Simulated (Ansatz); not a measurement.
The geometry is COD entry 1534943, unchecked; take it as a test cell. The listed cell was then made from it by scaling, straining or moving an atom.

An input for Os: DFT, PBE, all-electron LAPW, scalar-relativistic (Ansatz 0.2.0).

Command: `ansatz run input.yaml --threads 1 --pin off --max-ram 3072MiB --backend cpu --events-out ev --progress --plain --runs-dir out` The run took 22 s on 1 thread of Intel(R) Xeon(R) Platinum 8488C (Sapphire Rapids) (shared host), peak memory 0.52 GiB.

```yaml
crystal:
  lattice:
    - [0.0, 2.00335, 1.945]
    - [2.00335, 0.0, 1.945]
    - [2.00335, 2.00335, 0.0]
  atoms:
    - { symbol: Os, position: [0.0, 0.0, 0.0] }
kpoints:
  mp_grid: { grid: [14, 14, 14] }
  band_path:
    path:
      - [0.0, 0.0, 0.0]
      - [0.0, 0.5, 0.5]
      - [0.25, 0.75, 0.5]
      - [0.0, 0.5, 0.0]
      - [0.0, 0.0, 0.0]
      - [0.5, 0.5, 0.0]
      - [0.3826125, 0.6173875, 0.0]
      - [-0.3826125, 0.3826125, 0.0]
      - [0.0, 0.0, 0.0]
    npoints: 5
scf:
  occupations: { method: fermi_dirac, width: 0.05 }
hamiltonian:
  xc: pbe
  pseudopotentials: { kind: all_electron, lapw: { basis_error: 0.0005 } }
output:
  forces: true
  stress: true
  eigenvalues: true
```

Set-up and iterations as logged by Ansatz (the results part is left out, to be predicted):

```
LAPW: plane waves up to 8.656 Å⁻¹, error target 5.0e-4 eV per atom; small_component_spin mean_spin; Os in spheres of 1.396 Å, 40 of its electrons in bands, Dirac shells []
Engine: ansatz 0.2.0
Pseudopotentials: kind: all_electron
Pseudopotential: Os, LAPW, valence charge 40, Koelling and Harmon's equation, gaussian nucleus
Functional definition: PBE
  parameter kappa = 0.804
  parameter beta = 0.06672455060314922
  exchange = pbe_x(kappa = kappa, mu = beta*pi^2/3)
  correlation = pbe_c(beta = beta)
Crystal: 1 atoms, lattice volume = 15.612 Å³
Basis set: ecut = 285.4674860070987 eV, 169 PW (Γ), exchange–correlation at level 2
Bands: 24, of which v1, the nominal top of the filled ones, is band 20 counted from 1 (19 counted from 0)
Symmetry: 16 space group operations
Space group: I4/mmm (ITA 139), of the structure as read, at distance tolerance 2.5e-5 Å
k-points: 244 of 2744
Non-local potential: Os, projectors of the file, none
Initial density: superposition of atomic densities (chi_scale 0.1, normalization cell)
Initial wavefunctions: plane waves of lowest kinetic energy (no species holds an atomic orbital)
Functional: x = pbe(κ = 0.804, μ = 0.2195149727645171), c = pbe(β = 0.06672455060314922)
iter 1 solved again at ethr=1.06e-4 eV; its pass at ethr=1.00e-1 eV (dr2=4.25e-2 eV) is discarded
SCF iter   1: F=—  HF=-469425.808659 eV  |F-HF|=—  |Δ(HF+E_count)|=         —  Δρ=2.41e-2  dr2=4.28e-2  ethr=1.06e-4  ⟨swp⟩=3.0  Hψ=37304  notcnv=0
SCF iter   2: F=—  HF=-469425.654788 eV  |F-HF|=—  |Δ(HF+E_count)|=   1.54e-1  Δρ=9.20e-3  dr2=7.96e-3  ethr=1.06e-4  ⟨swp⟩=2.3  Hψ=18221  notcnv=0  defer=1
SCF iter   3: F=—  HF=-469425.649139 eV  |F-HF|=—  |Δ(HF+E_count)|=         —  Δρ=6.62e-3  dr2=4.66e-3  ethr=1.99e-5  ⟨swp⟩=2.0  Hψ=17217  notcnv=0
the basis was enlarged: its passes take 157.1 KiB over the memory plan, 1 of 1 planned eigensolver slots
SCF iter   4: F=—  HF=-469425.648741 eV  |F-HF|=—  |Δ(HF+E_count)|=   3.97e-4  Δρ=3.77e-3  dr2=1.81e-3  ethr=1.16e-5  ⟨swp⟩=2.0  Hψ=17218  notcnv=0
SCF iter   5: F=—  HF=-469425.648994 eV  |F-HF|=—  |Δ(HF+E_count)|=   2.52e-4  Δρ=1.15e-3  dr2=2.03e-4  ethr=4.53e-6  ⟨swp⟩=2.0  Hψ=17219  notcnv=0
iter 6 solved again at ethr=1.58e-8 eV; its pass at ethr=5.09e-7 eV (dr2=6.31e-6 eV) is discarded
SCF iter   6: F=—  HF=-469425.649022 eV  |F-HF|=—  |Δ(HF+E_count)|=   2.83e-5  Δρ=2.30e-4  dr2=6.31e-6  ethr=1.58e-8  ⟨swp⟩=2.0  Hψ=29226  notcnv=0
SCF iter   7: F=—  HF=-469425.649022 eV  |F-HF|=—  |Δ(HF+E_count)|=   2.56e-9  Δρ=6.36e-5  dr2=6.22e-7  ethr=1.58e-8  ⟨swp⟩=2.0  Hψ=17219  notcnv=0
SCF iter   8: F=-469425.649022 eV  HF=-469425.649022 eV  |F-HF|=8.27e-9  |Δ(HF+E_count)|=   8.11e-8  Δρ=1.56e-5  dr2=3.23e-8  ethr=1.55e-9  ⟨swp⟩=2.0  Hψ=17219  notcnv=0
```

Problem. What pressure will this run report?

Solution. -26.8 GPa (positive in compression).

Problem. Is there a band gap?

Solution. none: bands cross the Fermi level, a metal.
